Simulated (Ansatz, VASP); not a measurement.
**Be in VASP and in Ansatz**

Contents of INCAR:

```
  PREC = Accurate
  ENCUT = 520
  EDIFF = 1E-6
  ISMEAR = 0
  SIGMA = 0.15
  LREAL = F
  LASPH = T
  NELM = 60
  ALGO = Fast
  ISIF = 2
  LWAVE = F
  LCHARG = F
  NBANDS = 9
```

KPOINTS

```
regular mesh
0
Gamma
  30 30 18
```

The input POSCAR:

```
Be
1.0
    2.1705595162      0.0000000000      0.0000000000
   -1.0852797581      1.8797596815      0.0000000000
    0.0000000000      0.0000000000      3.6044903770
Be
2
Direct
    0.3333333333      0.6666666667      0.2500000000
    0.6666666667      0.3333333333      0.7500000000
```

Input for Ansatz:

```yaml
crystal:
  lattice:
    - [2.1705595162, 0.0, 0.0]
    - [-1.0852797581, 1.8797596815, 0.0]
    - [0.0, 0.0, 3.604490377]
  atoms:
    - { symbol: Be, position: [0.3333333333, 0.6666666667, 0.25] }
    - { symbol: Be, position: [0.6666666667, 0.3333333333, 0.75] }
basis:
  ecutwfc: 420
kpoints:
  mp_grid: { grid: [30, 30, 18] }
hamiltonian:
  xc: lda
scf:
  occupations: { method: gaussian, width: 0.15 }
output:
  forces: true
  stress: true
  eigenvalues: true
```

Change from the starting cell: strain -0.025 along x and y, +0.025 along z, atoms carried along.

Alike in both runs: task single point; functional LDA; k mesh 30 × 30 × 18; occupations gaussian, width 0.15 eV; no spin polarisation.

|  | VASP | Ansatz |
| --- | --- | --- |
| version | VASP 6.6.1 | Ansatz 0.2.0 |
| potentials or method | VASP PAW LDA potentials, release 64 (Be) | scalar-relativistic, plane waves, PAW |
| plane-wave cutoff (eV) | 520 | 420 |
| valence electrons in the cell | 4 | 4 |

```csv
,VASP,Ansatz,Ansatz less VASP
gap on the k mesh at the Fermi level (eV),none,none,-
pressure (GPa),3.9,3.4,-0.49
largest component of the traceless stress (GPa),13.68,13.67,-0.005
```

A gap of «none» marks a metal or a gap that the smearing closes.
